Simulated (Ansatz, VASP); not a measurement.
**Sn8HO16 (interstitial H+ in rutile SnO2) in two plane-wave programs**

Wanted: the spread between two codes on one cell, functional and k mesh. The cell is taken from a series of runs on this material, whose earlier steps may have relaxed, scaled, displaced or heated it; both programs get it as it stands.

Program: Ansatz 0.2.0. Level of theory: plane waves, with VASP 6.6.1 beside it; single point at HSE06. Results are calculated unless marked as measured.

### Step 1. The starting structure

The cell holds 25 atoms: 8 Sn, 16 O and 1 H. Cell: a = 6.826 Å, b = 6.826 Å, c = 6.477 Å, α = 90.0°, β = 90.0°, γ = 90.0°. It derives from SnO2 (SnO2 (P4_2/mnm)). Nearest the centre at fractional (0.648, 0.307, 0.250): H25 at 0.64 Å, O12 at 0.75 Å, O15 at 2.32 Å, O10 at 2.38 Å, O18 at 2.38 Å, Sn2 at 2.39 Å, Sn6 at 2.39 Å, Sn4 at 2.49 Å. The cell carries charge +1.

### Step 2. VASP: single point, HSE06

With cell and atoms fixed, the geometry can't cause a difference; cores, projectors, grids and the points listed under the comparison can.

Lines of VASP's logs that name or quote its potential files are left out, and so is its time.

The run reads the wave functions of an earlier VASP run, which isn't shown here.

File INCAR:

```
SYSTEM = Sn8HO16
PREC = Accurate
ENCUT = 520
EDIFF = 1E-06
NELM = 100
ISMEAR = -1
SIGMA = 0.01
LREAL = Auto
ALGO = Normal
LHFCALC = .TRUE.
AEXX = 0.25
GGA = PE
HFSCREEN = 0.208
LASPH = .TRUE.
NELECT = 208
NBANDS = 121
PRECFOCK = Fast
LORBIT = 11
LWAVE = .FALSE.
LCHARG = .FALSE.
ISIF = 2
```

File POSCAR:

```
Sn8HO16
1.0
    4.8269178375      4.8269178375      0.0000000000
   -4.8269178375      4.8269178375      0.0000000000
    0.0000000000      0.0000000000      6.4765704724
Sn O H
8 16 1
Direct
    0.9932393611      0.0024720464      0.9993788010
    0.5008873728      0.5085000529      0.9910431670
    0.0039643089      0.5084313137      0.2502677543
    0.4904688146      0.9783294109      0.2502676761
    0.9932393725      0.0024697152      0.5011583980
    0.5008878679      0.5085051057      0.5094960109
    0.0008974052      0.5015069484      0.7502683117
    0.4939529687      0.0064338935      0.7502682159
    0.3025384701      0.0094444731      0.0035741499
    0.8073002686      0.5080989658      0.0006862208
    0.0052701908      0.8128403373      0.2502671203
    0.5379333720      0.3000922079      0.2502684681
    0.1961623799      0.4935254582      0.0022766462
    0.6842421672      0.9928473264      0.0015870515
    0.9706179832      0.1986669748      0.2502687096
    0.4901481932      0.6785817897      0.2502676031
    0.3025386294      0.0094414309      0.4969627551
    0.8072996830      0.5081006259      0.4998502298
    0.0032372777      0.8085783215      0.7502693109
    0.5026595629      0.3137083475      0.7502674662
    0.1961620763      0.4935304016      0.4982605098
    0.6842414916      0.9928440178      0.4989487388
    0.9921063545      0.1943131060      0.7502684237
    0.4912887795      0.7005984047      0.7502709697
    0.7368536684      0.2757013510      0.2502696157
```

File KPOINTS:

```
Automatic mesh
0
Gamma
1 1 1
0 0 0
```

The projector-augmented-wave data sets are Sn_d, O and H (PBE family, release 64).

The run is started by

```bash
$ export OMP_NUM_THREADS=3
$ mpirun -np 1 vasp_gam
```

Numbers of over 12 decimals in the logs are rounded to 6 here.

Output:

```text
[banner, memory and clock lines left out]
running    1 mpi-ranks, on    1 nodes
 distrk:  each k-point on    1 cores,    1 groups
 distr:  one band on    1 cores,    1 groups
 Offloading initialized ...    1 GPUs detected
 POSCAR found type information on POSCAR SnO H
 POSCAR found :  3 types and      25 ions
 LDA part: xc-table for (Slater+PW92), standard interpolation
 found WAVECAR, reading the header
 POSCAR, INCAR and KPOINTS ok, starting setup
 FFT: planning ... GRIDC
 FFT: planning ... GRID_SOFT
 FFT: planning ... GRID
 reading WAVECAR
 the WAVECAR file was read successfully
 initial charge from wavefunction
 entering main loop
       N       E                     dE             d eps       ncg     rms          rms(c)
DAV:   1    -0.198010735038E+03   -0.19801E+03   -0.47801E+00   284   0.101E+01    0.279E+00
DAV:   2    -0.198115113746E+03   -0.10438E+00   -0.48360E-01   316   0.251E+00    0.231E+00
DAV:   3    -0.198098558023E+03    0.16556E-01   -0.29852E-02   364   0.990E-01    0.149E+00
DAV:   4    -0.198094792489E+03    0.37655E-02   -0.10822E-02   332   0.440E-01    0.916E-01
DAV:   5    -0.198093652221E+03    0.11403E-02   -0.13737E-03   284   0.178E-01    0.537E-01
DAV:   6    -0.198093218582E+03    0.43364E-03   -0.36408E-04   260   0.884E-02    0.313E-01
DAV:   7    -0.198093095609E+03    0.12297E-03   -0.90175E-05   316   0.486E-02    0.186E-01
DAV:   8    -0.198093058985E+03    0.36623E-04   -0.26398E-05   308   0.302E-02    0.112E-01
DAV:   9    -0.198093050346E+03    0.86391E-05   -0.11974E-05   284   0.181E-02    0.674E-02
DAV:  10    -0.198093049125E+03    0.12213E-05   -0.30715E-06   188   0.100E-02    0.406E-02
DAV:  11    -0.198093049597E+03   -0.47236E-06   -0.19636E-06   172   0.749E-03
   1 F= -.19809305E+03 E0= -.19809305E+03  d E =-.877946E-14
```

From OUTCAR (step 2):

```text
NELECT = 208

 ion  position               nearest neighbor table
   1  0.993  0.002  0.999-  23 2.08  11 2.08  19 2.09  14 2.11  15 2.11   9 2.11   5 3.23   5 3.25
                             3 3.74
   2  0.501  0.509  0.991-  24 2.04  16 2.04  20 2.05  13 2.08  10 2.09  12 2.22   6 3.12   6 3.36
                             4 3.62   8 3.74   7 3.75   7 3.75
   3  0.004  0.508  0.250-  13 2.08  21 2.08  11 2.08  10 2.10  18 2.10  15 2.13   7 3.24   7 3.24
                             5 3.74   1 3.74
   4  0.490  0.978  0.250-  16 2.05   9 2.06  17 2.06  22 2.09  14 2.09  12 2.22   8 3.24   8 3.24
                             6 3.62   2 3.62
   5  0.993  0.002  0.501-  23 2.08  11 2.08  19 2.09  22 2.11  15 2.11  17 2.11   1 3.23   1 3.25
                             3 3.74
   6  0.501  0.509  0.509-  24 2.04  16 2.04  20 2.05  21 2.08  18 2.09  12 2.22   2 3.12   2 3.36
                             4 3.62   8 3.74   7 3.75   7 3.75
   7  0.001  0.502  0.750-  10 2.09  18 2.09  19 2.10  23 2.10  21 2.11  13 2.11   3 3.24   3 3.24
                             6 3.75   2 3.75   6 3.75   2 3.75
   8  0.494  0.006  0.750-  14 2.08  22 2.08  24 2.09  17 2.10   9 2.10  20 2.10   4 3.24   4 3.24
                             6 3.74   2 3.74
   9  0.303  0.009  0.004-   4 2.06   8 2.10   1 2.11
  10  0.807  0.508  0.001-   7 2.09   2 2.09   3 2.10
  11  0.005  0.813  0.250-   3 2.08   1 2.08   5 2.08
  12  0.538  0.300  0.250-  25 1.37   2 2.22   6 2.22   4 2.22
  13  0.196  0.494  0.002-   3 2.08   2 2.08   7 2.11
  14  0.684  0.993  0.002-   8 2.08   4 2.09   1 2.11
  15  0.971  0.199  0.250-   1 2.11   5 2.11   3 2.13
  16  0.490  0.679  0.250-   2 2.04   6 2.04   4 2.05
  17  0.303  0.009  0.497-   4 2.06   8 2.10   5 2.11
  18  0.807  0.508  0.500-   7 2.09   6 2.09   3 2.10
  19  0.003  0.809  0.750-   5 2.09   1 2.09   7 2.10
  20  0.503  0.314  0.750-   2 2.05   6 2.05   8 2.10
  21  0.196  0.494  0.498-   3 2.08   6 2.08   7 2.11
  22  0.684  0.993  0.499-   8 2.08   4 2.09   5 2.11
  23  0.992  0.194  0.750-   1 2.08   5 2.08   7 2.10
  24  0.491  0.701  0.750-   6 2.04   2 2.04   8 2.09
  25  0.737  0.276  0.250-  12 1.37

  LATTYP: Found a simple tetragonal cell.
 ALAT       =     6.8262926703
 C/A-ratio  =     0.9487683557

 Subroutine GETGRP returns: Found  2 space group operations
 (whereof  1 operations were pure point group operations)

The static configuration has the point symmetry C_1 .
 The point group associated with its full space group is C_1h.

 Found      1 irreducible k-points:

   k-points           NKPTS =      1   k-points in BZ     NKDIM =      1   number of bands    NBANDS=    121

   dimension x,y,z NGX =    54 NGY =   54 NGZ =   48
   dimension x,y,z NGXF=   108 NGYF=  108 NGZF=   96

   ENCUT  =  520.0 eV  38.22 Ry    6.18 a.u.  12.69 12.69 12.04*2*pi/ulx,y,z

 k-points in reciprocal lattice and weights: Automatic mesh
   0.00000000  0.00000000  0.00000000       1.000

  exchange ACFDT corr.  =         0.00000000  see jH, gK, PRB 81, 115126

 average (electrostatic) potential at core
       1 -94.0500       2 -94.1786       3 -94.1236       4 -94.0705       5 -94.0501
       6 -94.1786       7 -94.0100       8 -94.0072       9 -62.0004      10 -62.0209
      11 -62.1161      12 -63.0739      13 -62.0560      14 -61.9099      15 -62.7659
      16 -62.5230      17 -62.0004      18 -62.0209      19 -61.8370      20 -62.2453
      21 -62.0560      22 -61.9099      23 -62.0217      24 -62.1948      25 -27.9752

 E-fermi :   4.5207

 k-point     1 :       0.0000    0.0000    0.0000
  band No.  band energies     occupation
    ...
    100       3.4762      2.00000
    101       3.5616      2.00000
    102       3.6119      2.00000
    103       3.6908      2.00000
    104       4.2012      2.00000
    105       6.7796      0.00000
    106      10.4644      0.00000
    107      10.5762      0.00000
    108      10.6759      0.00000
    109      10.7140      0.00000
    ...

  Total      -31.9323257    -24.8590058    -31.0989273     -7.3789037      0.0000000      0.0000000
  in kB     -169.5220631   -131.9712817   -165.0977245    -39.1730622      0.0000000      0.0000000
  external PRESSURE =    -155.5303564 kB  Pullay stress =       0.0000000 kB

  energy-cutoff  :      520.00
  volume of cell :      301.80
      direct lattice vectors                 reciprocal lattice vectors
     4.826917837  4.826917837  0.000000000     0.103585770  0.103585770 -0.000000000
    -4.826917837  4.826917837  0.000000000    -0.103585770  0.103585770  0.000000000
     0.000000000  0.000000000  6.476570472     0.000000000 -0.000000000  0.154402705

 POSITION                                       TOTAL-FORCE (eV/Angst)
 -----------------------------------------------------------------------------------
      4.78235      4.80622      6.47255         0.318198     -0.301430     -0.513259
     -0.03675      4.87223      6.41856         0.422391     -0.302901      0.593946
     -2.43502      2.47329      1.62088        -0.293398      0.738075      0.000000
     -2.35486      7.08977      1.62088        -0.313146      0.585051      0.000000
      4.78236      4.80621      3.24579         0.318198     -0.301430      0.513259
     -0.03677      4.87226      3.29979         0.422391     -0.302901     -0.593946
     -2.41640      2.42506      4.85917        -0.026344      0.101734      0.000000
      2.35321      2.41533      4.85916        -0.059879      0.096696      0.000000
      1.41474      1.50592      0.02315        -0.148750     -0.164143     -0.002502
      1.44422      6.34932      0.00444         0.149619      0.114730      0.014162
     -3.89807      3.94895      1.62087        -0.198797      0.183719      0.000000
      1.14804      4.04508      1.62088         2.817148      2.372049      0.000000
     -1.43535      3.32907      0.01474        -0.117376     -0.147757      0.016396
     -1.48961      8.09517      0.01028         0.167841      0.107934     -0.037449
      3.72614      5.64404      1.62088        -1.299464     -0.496130      0.000000
     -0.90955      5.64136      1.62088        -0.235557      0.204854      0.000000
      1.41476      1.50590      3.21861        -0.148750     -0.164143      0.002502
      1.44421      6.34933      3.23732         0.149619      0.114730     -0.014162
     -3.88732      3.91857      4.85917        -0.014239      0.008837      0.000000
      0.91205      3.94054      4.85916         0.053504     -0.052942      0.000000
     -1.43537      3.32909      3.22702        -0.117376     -0.147757     -0.016396
     -1.48960      8.09515      3.23148         0.167841      0.107934      0.037449
      3.85088      5.72675      4.85917         0.011514     -0.023392      0.000000
     -1.01032      5.75314      4.85918        -0.073942      0.065860      0.000000
      2.22594      4.88752      1.62089        -1.951247     -2.397275      0.000000
 -----------------------------------------------------------------------------------
    total drift:                               -0.006972     -0.002280      0.000733

  FREE ENERGIE OF THE ION-ELECTRON SYSTEM (eV)
  ---------------------------------------------------
  free  energy   TOTEN  =      -198.0930495973 eV

  energy  without entropy=     -198.0930495973  energy(sigma->0) =     -198.09304960

 total charge
# of ion       s       p       d       tot
------------------------------------------
    1        0.795   1.051  10.323  12.169
    2        0.800   1.081  10.343  12.224
    3        0.806   1.061  10.332  12.199
    4        0.815   1.067  10.336  12.219
    5        0.795   1.051  10.323  12.169
    6        0.800   1.081  10.343  12.224
    7        0.790   1.044  10.319  12.153
    8        0.792   1.050  10.327  12.169
    9        1.553   3.519   0.000   5.072
   10        1.554   3.519   0.000   5.072
   11        1.553   3.526   0.000   5.079
   12        1.562   3.450   0.000   5.012
   13        1.552   3.520   0.000   5.072
   14        1.553   3.520   0.000   5.073
   15        1.559   3.499   0.000   5.058
   16        1.554   3.554   0.000   5.107
   17        1.553   3.519   0.000   5.072
   18        1.554   3.519   0.000   5.072
   19        1.553   3.518   0.000   5.071
   20        1.555   3.530   0.000   5.085
   21        1.552   3.520   0.000   5.072
   22        1.553   3.520   0.000   5.073
   23        1.553   3.519   0.000   5.072
   24        1.555   3.546   0.000   5.101
   25        0.333   0.033   0.000   0.366
--------------------------------------------------
tot         31.593  64.815  82.646 179.054
```

The run ends at a pressure of -15.55 GPa, with forces up to 3.7 eV/Å.

(Part 1 of 2 ends here.)

[Lines on the potential files, build, host, timing and source positions are cut from VASP's logs without a mark.]

[Logs are printed without paths, hosts, clocks, repeated set-up lines and the standing remarks that a program may print on its own settings, such as how far it seeks lower states.]

[Hosts, paths, dates, database ids (printed as entryN), source tags and the programs' standing remarks are cut or masked in the printed files.]
